# How far a functional moves the lattice of MgS

Suppose that a lattice constant from one calculation serves as the zero of strain in another. If the two use different functionals, part of the strain is fictitious. For MgS the effect can be sorted into two pushes, one outward and one inward. Together they should tell where two further methods, PBEsol-D4 and RPBE, will land.

Kohn-Sham DFT of MgS (Fm-3m, 2-atom cell), without spin polarisation and with Fermi-Dirac smearing of 0.05 eV; the basis column gives the plane-wave cutoff. Volumes are static-lattice values at each method's own minimum, from relaxation of the cell or, for PBEsol-D4 and RPBE, from an equation-of-state fit.

| method | rung | program | potentials | basis | k mesh | equilibrium volume (Å³/atom) |
| --- | --- | --- | --- | --- | --- | --- |
| LDA | LDA | Quantum ESPRESSO | JTH 2.0 LDA | 490 eV | 6x6x6 2-atom cell | 16.828 |
| PBE | GGA | VASP | VASP PAW PBE potentials, minimal, release 54 | 900 eV | 9x9x9 2-atom cell | 17.813 |
| PBE-D2 | GGA | VASP | VASP PAW PBE potentials, recommended | 600 eV | 9x9x9 2-atom cell | 17.374 |
| PBE-D3 | GGA | VASP | VASP PAW PBE potentials, recommended | 600 eV | 9x9x9 2-atom cell | 17.471 |
| PBE-D3(BJ) | GGA | VASP | VASP PAW PBE potentials, recommended | 600 eV | 9x9x9 2-atom cell | 17.065 |
| PBE-MBD | GGA | VASP | VASP PAW PBE potentials, recommended | 600 eV | 9x9x9 2-atom cell | 16.879 |
| PBE-MBD-FI | GGA | VASP | VASP PAW PBE potentials, recommended | 600 eV | 9x9x9 2-atom cell | 17.187 |
| PBE-TS-HI | GGA | VASP | VASP PAW PBE potentials, recommended | 600 eV | 9x9x9 2-atom cell | 17.423 |
| PBE-dDsC | GGA | VASP | VASP PAW PBE potentials, recommended | 600 eV | 9x9x9 2-atom cell | 17.228 |
| PBE-rVV10 | GGA | VASP | VASP PAW PBE potentials, recommended | 600 eV | 9x9x9 2-atom cell | 17.646 |
| PBEsol-D4 | GGA | GPAW | PAW data sets made by gpaw setup for the functional | 800 eV | 7x7x7 2-atom cell | ? |
| RPBE | GGA | JDFTx | PseudoDojo SR PBE 0.5 standard | 1143 eV | 9x9x9 2-atom cell | ? |

## The outward push

The local density approximation (LDA) treats each point of the crystal as a piece of uniform electron gas. Gradient-corrected functionals (GGA), such as PBE, add exchange energy where the density varies quickly. When the lattice expands, the density between the ions thins out and its relative variation grows. The correction therefore rewards expansion.

From LDA to PBE the equilibrium volume grows by 0.985 Å³/atom, or 5.9% of the LDA value. That is about 2% in the lattice constant. These two rows also differ in program and potentials, so the step isn't purely the functional's, but its direction and size are what the known overbinding of LDA leads to.

## The inward push

A dispersion term adds attraction between the ions. Every such term in the table shrinks the PBE crystal, on average by 0.53 Å³/atom, but the schemes disagree strongly. The plain PBE row has a higher cutoff and a differently labelled set of potentials than the dispersion rows, so each contraction may also hold a small error from these settings. PBE-MBD contracts it by 0.934 Å³/atom, which takes back almost the whole step from LDA to PBE. The volumes of PBE-MBD and LDA are so close that their order, across different programs and potentials, is not secure.

A limiting case shows what matters. A dispersion energy that stayed the same at every volume would strengthen the binding and leave the lattice where it was. Only the slope of the energy with volume pulls the ions together, and that slope depends on the damping, the function that switches the attraction off at short distance.

D2 and D3 show the difference. In the same calculations D3 gives the larger dispersion energy, 0.23 against 0.19 eV/atom, yet it contracts the crystal less. Across the seven schemes with a separate dispersion energy, more energy does mostly go with more contraction, but it is no safe guide to a single case.

The ions matter too. Polarisabilities taken from neutral atoms are too large for a cation such as Mg²⁺, which has lost its outer electrons. The variant MBD-FI, made with ionic solids in mind, gives a volume 0.308 Å³/atom larger than MBD does. This agrees with the argument, though one pair of rows can't settle it: the sulfide ion is more polarisable than a neutral sulfur atom, which works the other way.

## From two pushes to a forecast

Treat the pushes as additive:

$$V = V_{\mathrm{LDA}} + g\,(V_{\mathrm{PBE}}-V_{\mathrm{LDA}}) - d\,C$$

Here $V$ is the equilibrium volume, $g$ the strength of the gradient push (0 for LDA, 1 for PBE), and $d$ the strength of the dispersion term. $C$ is the mean contraction of the eight dispersion rows, found by least squares on the ten known rows. Those rows scatter about the model by 0.20 Å³/atom (root mean square), all of it from the differences among dispersion schemes.

**PBEsol-D4.** For slowly varying densities, PBEsol has 0.56 of PBE's exchange gradient correction, so I take $g=0.56$. PBEsol also weakens the gradient correction to correlation, which this estimate leaves out. Without dispersion the model puts it at 17.38 Å³/atom. The D4 damping made for PBEsol reaches further out than that used with PBE, which weakens the pull between near neighbours. I take $d=1/3$, a judgement rather than a result. The forecast is 17.2 Å³/atom, with a range of 16.9 to 17.5, below PBE and above LDA.

**RPBE.** This functional has the same gradient correction as PBE for slowly varying densities, but its exchange rises more steeply where the variation is strong. At a reduced gradient (a dimensionless measure of the variation) of 1, chosen here as typical, the slope is 1.235 times that of PBE. Gradient-corrected correlation, the same in both, opposes the expansion. Suppose that it cancels half of PBE's exchange push: 2 units outward, 1 unit back, 1 unit net. RPBE then has 2.47 units outward and the same 1 unit back, so $g=1.47$ and

$$V = 16.828 + 1.47\times0.985 \approx 18.28\ \text{Å}^3/\text{atom}.$$

The forecast is 18.3 Å³/atom, with a range of 18.0 to 18.6, the largest volume in the table. Both ranges are judged from varying the assumed factors and from the spread of the dispersion schemes; they are not statistical errors.

The withheld rows as computed:

| method | rung | program | potentials | basis | k mesh | equilibrium volume (Å³/atom) |
| --- | --- | --- | --- | --- | --- | --- |
| PBEsol-D4 | GGA | GPAW | PAW data sets made by gpaw setup for the functional | 800 eV | 7x7x7 2-atom cell | 17.092 |
| RPBE | GGA | JDFTx | PseudoDojo SR PBE 0.5 standard | 1143 eV | 9x9x9 2-atom cell | 18.367 |

## What the two results teach

Both values fall inside their ranges, and both forecasts of order hold. The model's value is 0.11 Å³/atom too large for PBEsol-D4 and 0.09 too small for RPBE. Neither row took part in the fit. Each also comes from a program and a set of potentials that no other row uses, and the potentials of the RPBE run were made for PBE, so misses of this size needn't come from the functional.

For PBEsol-D4 the volume by itself tests only the sum of the two pushes. Even the model's volume without any dispersion lies inside the forecast range. But the same run also gives the D4 energy at each volume, and D4 doesn't alter the electron density, so its energy can simply be subtracted from the total. The minimum then moves outward by about 0.3 Å³/atom, close to the 17.38 Å³/atom that the model gives without dispersion. The gradient part was thus nearly right, perhaps with some luck, since the programs differ. The model's value is too large because D4 contracts the crystal by more than half the mean contraction, instead of the third that I assumed.

For RPBE the role of correlation made a visible difference to the estimate. Had correlation cancelled nothing, the steeper exchange alone would have given 18.04 Å³/atom, about 0.32 below the computed value. The assumed cancellation closes most of that gap. This agrees with the picture of two opposed gradient terms but doesn't prove it: a larger typical gradient would also have raised the estimate, without any help from correlation. Both that choice and the factor of one half remain assumptions, and the PBEsol estimate made no such allowance for correlation.

## What to do about it

Treat the functional and its dispersion term as one method, and take the unstrained lattice from that same method. Adding a dispersion term to PBE can move the volume nearly as far as going back to LDA, so the label "PBE" alone doesn't fix a lattice constant. When strain or mismatch is the quantity wanted, compute the reference crystal and the strained one with the same functional, dispersion scheme and potentials.

Don't choose the method by whichever volume lies closest to a measured one. These are static lattices, and zero-point motion and heat would expand them further. The PBE-rVV10 row needs particular care: it uses a weakened parameter set meant for layered solids, so its small contraction doesn't represent the standard form of that functional.

For a similar ionic crystal, the reasoning starts with two questions. How strongly does the functional reward a rapidly varying density, and how much slope does the damping leave to the dispersion energy at the distances between neighbours? The first sets the outward push, the second the inward one.
